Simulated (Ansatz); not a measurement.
**Does relaxation matter for the field gradients of SnS?**

Start: a computed structure from the Materials Project (it need not be an observed phase), taken as it stands.

```cif
data_SnS
_symmetry_space_group_name_H-M 'Pnma'
_symmetry_Int_Tables_number 62
_cell_length_a 11.3920
_cell_length_b 3.9569
_cell_length_c 4.5328
_cell_angle_alpha 90.000
_cell_angle_beta 90.000
_cell_angle_gamma 90.000
loop_
_atom_site_label
_atom_site_type_symbol
_atom_site_symmetry_multiplicity
_atom_site_Wyckoff_symbol
_atom_site_fract_x
_atom_site_fract_y
_atom_site_fract_z
Sn Sn 4 c 0.6216 0.2500 0.3695
S S 4 c 0.3475 0.2500 0.0106
```

One atom of each set is listed.

All values are calculated (Ansatz; DFT, PBE, plane waves and PAW, scalar-relativistic, 420 eV cutoff, Γ-centred 3×8×7 k-points, Fermi–Dirac smearing 0.01 eV), not measured.

The largest force at the start is 0.19 eV/Å. Relaxing the ions at fixed cell moves them by 0.070 Å at most (atom 5, S) and 0.055 Å rms. End positions:

Sn (0.6204, 0.2500, 0.3629)
S (0.3503, 0.2500, 0.0244)

| site | moved (Å) | first shell before | first shell after | V_zz before (10²¹ V/m²) | η before |
| --- | --- | --- | --- | --- | --- |
| Sn | 0.033 | 3 S at 2.63–2.65 Å | 3 S at 2.67 Å | -12.61 | 0.31 |
| S | 0.070 | 3 Sn at 2.63–2.65 Å | 3 Sn at 2.67 Å | -4.23 | 0.06 |

Problem. How do the gradients change?

Solution. 

| site | V_zz after | η after | change of V_zz |
| --- | --- | --- | --- |
| Sn | -11.54 | 0.36 | +1.07 |
| S | -3.79 | 0.09 | +0.44 |

The largest change of V_zz is on Sn, from -12.61 to -11.54. In per cent, |V_zz| changes by -8 on Sn, -10 on S (all sites that start above 0.5).

Without spin–orbit coupling (the program notes it for Sn) the gradients can shift somewhat, as the gap is small.
